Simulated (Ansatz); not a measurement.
# A failed many-body run on InSe (layers cut from the bulk crystal)

A first try at the G0W0 gap of InSe (layers cut from the bulk crystal), what the program said, and an input that works.

Main program and level: Ansatz 0.2.0; G0W0 on PBE, plane waves, PAW.

### 1. Starting point

The cell holds 4 atoms: 2 Se and 2 In. Its edges and angles: a = 4.028 Å, b = 4.028 Å, c = 34.000 Å, α = 90.0°, β = 90.0°, γ = 120.0°. It derives from InSe. Vacuum lies along c.

The structure was relaxed with PBE-D3(BJ). The runs that relaxed it are not among those shown. The default PAW set here is soft_1. Its files were made with PBE. The Coulomb interaction is cut off across the vacuum.

### 2. First try

input.yaml

```yaml
crystal:
  lattice:
    - [4.0283038166, 0.0, 0.0]
    - [-2.0141519083, 3.4886134394, 0.0]
    - [0.0, 0.0, 34.0]
  atoms:
    - { symbol: Se, position: [0.3333333333, 0.6666666667, 0.4208363843] }
    - { symbol: In, position: [0.6666666667, 0.3333333333, 0.4589065086] }
    - { symbol: In, position: [0.6666666667, 0.3333333333, 0.5410934914] }
    - { symbol: Se, position: [0.3333333333, 0.6666666667, 0.5791636157] }
  periodic: [true, true, false]
kpoints:
  mp_grid: { grid: [6, 6, 1] }
hamiltonian:
  xc: pbe
  pseudopotentials: { kind: paw, azcp: { folder: "./paw" } }
scf:
  occupations: { method: fixed }
gw:
  n_empty_bands: 504
  ecut_chi: 60
  qp_bands: [v2, c2]
  qp_kpoints: [[0.137, 0.291, 0]]
  screening: { model: contour_deformation }
```

Started as:

```bash
$ ansatz run input.yaml --threads 3 --pin off --max-ram 92160MiB --backend cpu --events-out ev --progress --plain --runs-dir out
```

Numbers of over 12 decimals in the logs are rounded to 6 here.

Output:

```text
Error: invalid value for `gw.qp_kpoints`: the listed point [0.137, 0.291, 0.0] is no point of the k-mesh [6, 6, 1] (kpoints.mp_grid); the nearest is [0.166667, 0.333333, 0.0]
```

The job ended after 0.1 s (3 threads of AMD EPYC 7R13 (Zen 3), shared host; peak memory 0.096 GiB).

**What went wrong?**

The input was rejected at the start.

The fault: point off the mesh. Quasiparticle levels are computed on points of the mesh alone.

### 3. A better input

Now the one-shot GW correction: screening in the RPA, then the self-energy of the levels asked for.

input.yaml: that of step 2 with these lines changed.

```diff
@@ -19,6 +19,6 @@
 gw:
-  n_empty_bands: 504
-  ecut_chi: 60
+  n_empty_bands: 360
+  ecut_chi: 48.0
   qp_bands: [v2, c2]
-  qp_kpoints: [[0.137, 0.291, 0]]
+  qp_kpoints: band_edges
   screening: { model: contour_deformation }
```

Started as:

```bash
$ ansatz run input.yaml --threads 3 --pin off --max-ram 92160MiB --backend cuda --events-out ev --progress --plain --runs-dir out --devices 1 --max-vram 13GiB
```

Output:

```text
GPUs: using 1 of 1 available (devices: 1).
[...]
device memory: the entry about to start is reckoned to put 4.3 GiB on a device that reports 71.0 GiB free (of which the cap on the GPU budget leaves the run 13.0 GiB)
GPU FFT provider: cuFFT
GPU libraries: cuBLAS 13.8.2, cuFFT 12.4.0, cuSOLVER 12.3.4
Crystal: 4 atoms, lattice volume = 477.809 Å³
Basis set: ecut = 420 eV, 9353 PW (Γ)
Bands: 35, of which v1, the nominal top of the filled ones, is band 29 counted from 1 (28 counted from 0)
Symmetry: 12 space group operations
[...]
k-points: 7 of 36 (time reversal used)
[...]
GPU buffer pool allocated for 174960 grid points (all kernels)
GPU transforms: local potential and band sums: pruned to the plane-wave sphere, on 27×27×225
[...]
SCF iter   1: F=—  HF=-22136.543488 eV  |F-HF|=—  |Δ(HF+E_count)|=         —  Δρ=1.45e-2  dr2=1.99e0  ethr=3.10e-3  ⟨swp⟩=6.7  Hψ=1002  notcnv=0  defer=28
[...]
0    28     -6.3645   -17.9251     1.8913   -15.6233  0.7405    -6.7794    -6.7749  root
     0    29     -6.0585   -15.2852     1.4619   -13.3027  0.7448    -6.5863    -6.5791  root
     0    30     -4.3655    -9.9168    -2.6523   -13.2535  0.7745    -3.6716    -3.6811  root
     0    31     -3.1481    -8.1370    -3.2844   -12.1132  0.7783    -2.4477    -2.4564  root
     1    28     -6.6353   -17.7103     1.9631   -15.3027  0.7374    -7.0854    -7.0798  root
     1    29     -5.9899   -15.5605     1.4631   -13.5883  0.7466    -6.5057    -6.4991  root
     1    30     -3.4512   -10.6603    -2.8796   -14.3525  0.7638    -2.6219    -2.6385  root
     1    31     -2.4828    -7.4190    -3.4375   -11.5024  0.7696    -1.8242    -1.8369  root
[...]
6    28     -7.2467   -16.8304     2.3577   -13.9286  0.7115    -7.8027    -7.7908  root
     6    29     -7.0579   -14.8617     1.4818   -12.7882  0.7482    -7.6594    -7.6496  root
     6    30     -3.4144    -6.9348    -2.9644   -10.3081  0.7740    -3.0016    -3.0055  root
     6    31     -2.8805   -10.4005    -3.2777   -14.5839  0.7611    -1.9512    -1.9748  root
[key lines of the parts left out:]
SCF converged after 9 iterations
Free energy (F): -22136.077138 eV
Fermi energy:    -5.989945 eV
```

It took 44 s on 1 × NVIDIA H100 80GB HBM3 (shared by 6 runs) with 3 threads; peak memory 1.8 GiB.

This step gave:

```
bands summed                                 : 389
plane waves in the screening matrix          : 351
q-points in the mesh                         : 36
G0W0 gap on the mesh                         : 2.818 eV
k of the valence top                         : 0, 0.1667, 0
k of the conduction bottom                   : 0, 0, 0
starting gap on the mesh                     : 1.624 eV
Z at the valence top                         : 0.7466
Z at the conduction bottom                   : 0.7745
least direct G0W0 gap on the computed points : 2.898 eV
```

The gap on the mesh goes from 1.62 eV to 2.82 eV, a correction of +1.19 eV. Between the two edge states, bare exchange in place of the xc potential would open the gap by 5.31 eV, and correlation takes back 4.12 eV.

### 4. What came out

* first try: refused after 0.1 s
* better run: G0W0 gap on the mesh 2.82 eV (6×6×1 mesh, 360 empty bands, screening to 48 eV)

In words: The second run differs in: empty bands, screening cutoff (eV) and points asked. Bands and cutoff are finite, so the gap is not at the basis limit. The miss can reach some tenths of an eV and take either sign; the mesh is an error of its own. The mesh in the plane is coarse for a sheet; gap and any exciton binding can still move on denser ones. The many-body steps are scalar-relativistic: spin-orbit coupling is not in them.

[Paths, hosts, dates, memory and timing lines, banners, echoed tables and standing remarks are left out of the program output.]

[Logs are printed without paths, hosts, clocks, repeated set-up lines and the standing remarks that a program may print on its own settings, such as how far it seeks lower states.]

[Runs of the session that timed out or met a known fault of the program may be left out.]

[Cells called generated may have been cut or substituted from an entry of the Crystallography Open Database or the Materials Project.]

[Hosts, paths, dates, database ids (printed as entryN), source tags and the programs' standing remarks are cut or masked in the printed files.]
